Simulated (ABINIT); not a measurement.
# In (P6_3/mmc) in ABINIT: equation of state

Aim: energy against volume of In in PBE, for its equilibrium volume and stiffness.

Program: ABINIT 10.8.3 (patched build). These are calculated values, not measurements. Logs are shortened: lines on timing, memory, paths and dates and some standing lists are left out, and cuts for length are marked. The log counts tension as positive stress, the text compression.

## 1. The structure

The structure is hexagonal, space group P6_3/mmc (No. 194). The conventional cell has a = 3.335 Å, b = 3.335 Å, c = 5.509 Å, α = 90.00°, β = 90.00°, γ = 120.00°. In (site symmetry -6m2) has 12 In at 3.34 to 3.36 Å as nearest neighbours.

This isn't the form of In at room conditions, which is tetragonal.

## 2. Equation of state, PBE

The input, run.abi:

```
ndtset 7
getwfk -1
scalecart1 3*0.9795861087
scalecart2 3*0.9864848297
scalecart3 3*0.9932883884
scalecart4 3*1.0000000000
scalecart5 3*1.0066227096
scalecart6 3*1.0131594038
scalecart7 3*1.0196128224

pp_dirpath "./"
pseudos "In.GGA_PBE-JTH.xml"

acell 6.3031527308 6.3031527309 10.4107713002
rprim
     1.0000000000     0.0000000000     0.0000000000
    -0.5000000000     0.8660254038     0.0000000000
     0.0000000000     0.0000000000     1.0000000000
ntypat 1
znucl 49
natom 2
typat 1 1
xred
     0.6666666667     0.3333333333     0.7500000000
     0.3333333333     0.6666666667     0.2500000000

ecut 22.0
pawecutdg 44.0

kptopt 1
ngkpt 9 9 5
nshiftk 1
shiftk 0.0 0.0 0.0

ixc 11

nband 17
occopt 3
tsmear 0.05 eV

nstep 100
tolvrs 1.0e-9

iomode 3
prtwf 1
prtden 0
prteig 0
prtebands 0
enunit 2
```

Potentials or basis: JTH PAW PBE v2.0.

Run with:

```console
> abinit run.abi > log 2>&1
```

run.abo:

```text
.Version 10.8.3 of ABINIT
 DATASET    1 : space group P6_3/m m c (#194); Bravais hP (primitive hexag.)
================================================================================
 Values of the parameters that define the memory need for DATASET  1.
     intxc =       0    ionmov =       0      iscf =      17    lmnmax =      18
     lnmax =       6     mgfft =      45  mpssoang =       3    mqgrid =    3046
     natom =       2  nloc_mem =       2    nspden =       1   nspinor =       1
    nsppol =       1      nsym =      24    n1xccc =       1    ntypat =       1
    occopt =       3   xclevel =       2
       mpw =        1689          nfft =       40500          nkpt =          36
 PAW method is used; the additional fine FFT grid is defined by:
   mgfftf=        64    nfftf =    102400
================================================================================
================================================================================
[... 71 lines left out ...]
 DATASET    7 : space group P6_3/m m c (#194); Bravais hP (primitive hexag.)
================================================================================
 Values of the parameters that define the memory need for DATASET  7.
     intxc =       0    ionmov =       0      iscf =      17    lmnmax =      18
     lnmax =       6     mgfft =      48  mpssoang =       3    mqgrid =    3170
     natom =       2  nloc_mem =       2    nspden =       1   nspinor =       1
    nsppol =       1      nsym =      24    n1xccc =       1    ntypat =       1
    occopt =       3   xclevel =       2
       mpw =        1883          nfft =       43200          nkpt =          36
 PAW method is used; the additional fine FFT grid is defined by:
   mgfftf=        64    nfftf =    102400
================================================================================
================================================================================

--------------------------------------------------------------------------------
------------- Echo of variables that govern the present computation ------------
--------------------------------------------------------------------------------
 -outvars: echo values of preprocessed input variables --------
            acell      6.3031527308E+00  6.3031527309E+00  1.0410771300E+01 Bohr
              amu      1.14820000E+02
             ecut      2.20000000E+01 Hartree
           enunit           2
           getwfk          -1
              ixc          11
           jdtset        1    2    3    4    5    6    7
         kptrlatt        9    0    0      0    9    0      0    0    5
          kptrlen1     5.09912347E+01
          kptrlen2     5.13503398E+01
          kptrlen3     5.17044912E+01
          kptrlen4     5.20538565E+01
          kptrlen5     5.23985941E+01
          kptrlen6     5.27388542E+01
          kptrlen7     5.30747795E+01
            natom           2
            nband          17
           ndtset           7
            ngfft1         30      30      45
            ngfft2         30      30      45
            ngfft3         30      30      45
            ngfft4         30      30      45
            ngfft5         30      30      48
            ngfft6         30      30      48
            ngfft7         30      30      48
          ngfftdg          40      40      64
             nkpt          36
            nstep         100
             nsym          24
           ntypat           1
           occopt           3
        pawecutdg      4.40000000E+01 Hartree
         pawxcdev           0
           prtden           0
        prtebands           0
           prteig           0
            rprim1     9.7958610870E-01  0.0000000000E+00  0.0000000000E+00
                      -4.8979305435E-01  8.4834645534E-01  0.0000000000E+00
                       0.0000000000E+00  0.0000000000E+00  9.7958610870E-01
            rprim2     9.8648482970E-01  0.0000000000E+00  0.0000000000E+00
                      -4.9324241485E-01  8.5432092298E-01  0.0000000000E+00
                       0.0000000000E+00  0.0000000000E+00  9.8648482970E-01
            rprim3     9.9328838840E-01  0.0000000000E+00  0.0000000000E+00
                      -4.9664419420E-01  8.6021297765E-01  0.0000000000E+00
                       0.0000000000E+00  0.0000000000E+00  9.9328838840E-01
            rprim4     1.0000000000E+00  0.0000000000E+00  0.0000000000E+00
                      -5.0000000000E-01  8.6602540380E-01  0.0000000000E+00
                       0.0000000000E+00  0.0000000000E+00  1.0000000000E+00
            rprim5     1.0066227096E+00  0.0000000000E+00  0.0000000000E+00
                      -5.0331135480E-01  8.7176083856E-01  0.0000000000E+00
                       0.0000000000E+00  0.0000000000E+00  1.0066227096E+00
            rprim6     1.0131594038E+00  0.0000000000E+00  0.0000000000E+00
                      -5.0657970190E-01  8.7742178179E-01  0.0000000000E+00
                       0.0000000000E+00  0.0000000000E+00  1.0131594038E+00
            rprim7     1.0196128224E+00  0.0000000000E+00  0.0000000000E+00
                      -5.0980641120E-01  8.8301060624E-01  0.0000000000E+00
                       0.0000000000E+00  0.0000000000E+00  1.0196128224E+00
          spgroup         194
           tolvrs      1.00000000E-09
           tsmear      1.83746611E-03 Hartree
            typat      1  1
           useylm           1
           xangst1     1.6336972780E+00  9.4321556326E-01  4.0475099037E+00
                      -1.7279691547E-11  1.8864311265E+00  1.3491699679E+00
           xangst2     1.6452025674E+00  9.4985814522E-01  4.0760144336E+00
                      -1.7401010405E-11  1.8997162904E+00  1.3586714779E+00
           xangst3     1.6565491507E+00  9.5640909811E-01  4.1041257666E+00
                      -1.7520916655E-11  1.9128181962E+00  1.3680419222E+00
           xangst4     1.6677423898E+00  9.6287151776E-01  4.1318571872E+00
                      -1.7639282173E-11  1.9257430355E+00  1.3772857291E+00
           xangst5     1.6787873634E+00  9.6924833620E-01  4.1592212774E+00
                      -1.7756189022E-11  1.9384966724E+00  1.3864070925E+00
           xangst6     1.6896888854E+00  9.7554233287E-01  4.1862299644E+00
                      -1.7871203798E-11  1.9510846657E+00  1.3954099881E+00
           xangst7     1.7004515252E+00  9.8175614583E-01  4.2128945684E+00
                      -1.7985512670E-11  1.9635122917E+00  1.4042981895E+00
            xcart1     3.0872404280E+00  1.7824190922E+00  7.6486852099E+00
                      -3.2653884564E-11  3.5648381845E+00  2.5495617366E+00
            xcart2     3.1089822741E+00  1.7949717529E+00  7.7025509648E+00
                      -3.2883143979E-11  3.5899435058E+00  2.5675169883E+00
            xcart3     3.1304242089E+00  1.8073512598E+00  7.7556736851E+00
                      -3.3109733953E-11  3.6147025195E+00  2.5852245617E+00
            xcart4     3.1515763654E+00  1.8195634630E+00  7.8080784752E+00
                      -3.3333412365E-11  3.6391269260E+00  2.6026928251E+00
            xcart5     3.1724483404E+00  1.8316139034E+00  7.8597891114E+00
                      -3.3554334292E-11  3.6632278068E+00  2.6199297038E+00
            xcart6     3.1930492314E+00  1.8435078333E+00  7.9108281327E+00
                      -3.3771680718E-11  3.6870156667E+00  2.6369427109E+00
            xcart7     3.2133876729E+00  1.8552502380E+00  7.9612169316E+00
                      -3.3987693180E-11  3.7105004761E+00  2.6537389772E+00
             xred      6.6666666667E-01  3.3333333333E-01  7.5000000000E-01
                       3.3333333333E-01  6.6666666667E-01  2.5000000000E-01
            znucl       49.00000

================================================================================

 chkinp: Checking input parameters for consistency, jdtset=   1.

 chkinp: Checking input parameters for consistency, jdtset=   2.
[... 43 lines left out ...]
--- Pseudopotential description ------------------------------------------------
- pspini: atom type   1  psp file is ./In.GGA_PBE-JTH.xml
 Pseudopotential format is: paw10
 basis_size (lnmax)=  6 (lmn_size= 18), orbitals=   0   0   1   1   2   2
 Spheres core radius: rc_sph= 2.50644782
 Shapefunction is BESSEL type: shapef(r,l)=aa(1,l)*jl(q(1,l)*r)+aa(2,l)*jl(q(2,l)*r)
 Radius for shape functions =  1.40569481
 Compensation charge density is not taken into account in XC energy/potential

   1.33365723E+03                                ecore*ucvol(ha*bohr**3)
--------------------------------------------------------------------------------

[... 1362 lines left out ...]
-Cartesian components of stress tensor (GPa)         [Pressure= -4.4281E-01 GPa]
- sigma(1 1)=  6.17158983E-01  sigma(3 2)=  0.00000000E+00
- sigma(2 2)=  6.17158964E-01  sigma(3 1)=  0.00000000E+00
- sigma(3 3)=  9.41211961E-02  sigma(2 1)=  2.49858392E-09

== END DATASET(S) ==============================================================
================================================================================

 -outvars: echo values of variables after computation  --------
            acell      6.3031527308E+00  6.3031527309E+00  1.0410771300E+01 Bohr
           etotal1    -1.1607432023E+02
           etotal2    -1.1607529062E+02
           etotal3    -1.1607600000E+02
           etotal4    -1.1607648078E+02
           etotal5    -1.1607676847E+02
           etotal6    -1.1607689359E+02
           etotal7    -1.1607687323E+02
            fcart1     3.9248331274E-28  2.2660034626E-28 -0.0000000000E+00
                      -3.9248331274E-28 -2.2660034626E-28 -0.0000000000E+00
            fcart2    -1.0826071789E-28 -1.2500870924E-29 -0.0000000000E+00
                       1.0826071789E-28  1.2500870924E-29 -0.0000000000E+00
            fcart3    -1.2902301941E-28 -7.4491474988E-29 -0.0000000000E+00
                       1.2902301941E-28  7.4491474988E-29 -0.0000000000E+00
            fcart4     2.1359511170E-29  1.1098727571E-28  1.2628921887E-31
                      -2.1359511170E-29 -1.1098727571E-28 -1.2628921887E-31
            fcart5    -4.2437968001E-29  2.4501572248E-29 -0.0000000000E+00
                       4.2437968001E-29 -2.4501572248E-29 -0.0000000000E+00
[... 38 lines left out ...]
                       0.0000000000E+00  0.0000000000E+00  8.4925141422E-14
           xangst1     1.6336972780E+00  9.4321556326E-01  4.0475099037E+00
                      -1.7279691547E-11  1.8864311265E+00  1.3491699679E+00
           xangst2     1.6452025674E+00  9.4985814522E-01  4.0760144336E+00
                      -1.7401010405E-11  1.8997162904E+00  1.3586714779E+00
           xangst3     1.6565491507E+00  9.5640909811E-01  4.1041257666E+00
                      -1.7520916655E-11  1.9128181962E+00  1.3680419222E+00
           xangst4     1.6677423898E+00  9.6287151776E-01  4.1318571872E+00
                      -1.7639282173E-11  1.9257430355E+00  1.3772857291E+00
           xangst5     1.6787873634E+00  9.6924833620E-01  4.1592212774E+00
                      -1.7756189022E-11  1.9384966724E+00  1.3864070925E+00
           xangst6     1.6896888854E+00  9.7554233287E-01  4.1862299644E+00
                      -1.7871203798E-11  1.9510846657E+00  1.3954099881E+00
           xangst7     1.7004515252E+00  9.8175614583E-01  4.2128945684E+00
                      -1.7985512670E-11  1.9635122917E+00  1.4042981895E+00
             xred      6.6666666667E-01  3.3333333333E-01  7.5000000000E-01
                       3.3333333333E-01  6.6666666667E-01  2.5000000000E-01
 Calculation completed.
```

It took 2.6 min on 1 thread of Arm Neoverse V2, shared host; peak memory 0.17 GiB.

What came out:

| Quantity | Value |
| --- | --- |
| Equilibrium volume | 27.79 Å³/atom (rough: see the caveat) |
| Bulk modulus at fixed shape and positions | 29 GPa (rough) |

Energy against volume, from the lowest point:
```
volume (Å³/atom)  energy (meV/atom)
          24.948              35.01
          25.478              21.81
          26.009              12.16
          26.540               5.62
          27.071               1.70
          27.602               0.00
          28.133               0.28
```

Caveat: pressures at fixed basis lie under the slope of the energies; the fit is doubtful: noisy points or a state that changes with volume; the cell was scaled at fixed shape and fractional positions, which overstates the stiffness of a crystal with free parameters, most of all of layers and chains.
